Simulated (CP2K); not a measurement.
Crystal: BP.

```
P B
1.0
     3.20885    0.00000    0.00000
     1.60443    2.77895    0.00000
     1.60443    0.92632    2.62002
P B
1 1
Direct
  0.75000 0.75000 0.75000
  0.00000 0.00000 0.00000
```

Program: CP2K 2026.2. Alike in all runs: no spin polarisation; cell as given; k mesh 10 × 10 × 10; smearing fermi-dirac 0.05 eV.

Order these runs on this cell by their pressure, lowest first.
A. level WC; potentials or basis POTENTIAL_UZH P GTH-PBE-q5, B GTH-PBE-q3; TZVP-MOLOPT-PBE-GTH basis; ADDED_MOS [10]; hirshfeld SHAPE_FUNCTION GAUSSIAN; VORONOI_RADII UNITY; CUTOFF of the grids 675 Ry
B. level PW91; potentials or basis POTENTIAL_UZH P GTH-PBE-q5, B GTH-PBE-q3; TZVP-MOLOPT-PBE-GTH basis; ADDED_MOS [10]; hirshfeld SHAPE_FUNCTION GAUSSIAN; VORONOI_RADII UNITY; CUTOFF of the grids 675 Ry
C. level PBE; potentials or basis POTENTIAL_UZH P GTH-PBE-q5, B GTH-PBE-q3; ccGRB-D basis; ADDED_MOS [10]; CUTOFF of the grids 450 Ry; points a segment of the path (NPOINTS) 10
D. level PBE; potentials or basis GTH_POTENTIALS P GTH-PBE-q5, B GTH-PBE-q3; SZV-MOLOPT-SR-GTH basis; ADDED_MOS [4]; CUTOFF of the grids 450 Ry; points a segment of the path (NPOINTS) 10

A (-1.2 GPa), B (0.4 GPa), C (5.3 GPa), D (15.4 GPa).

Caveats: the basis of atomic orbitals isn't converged, which shifts pressures, moduli and gaps; the potentials were made for another functional, which shifts forces and pressure (some runs); a minimal basis gives rough bond lengths, pressures and levels (some runs).
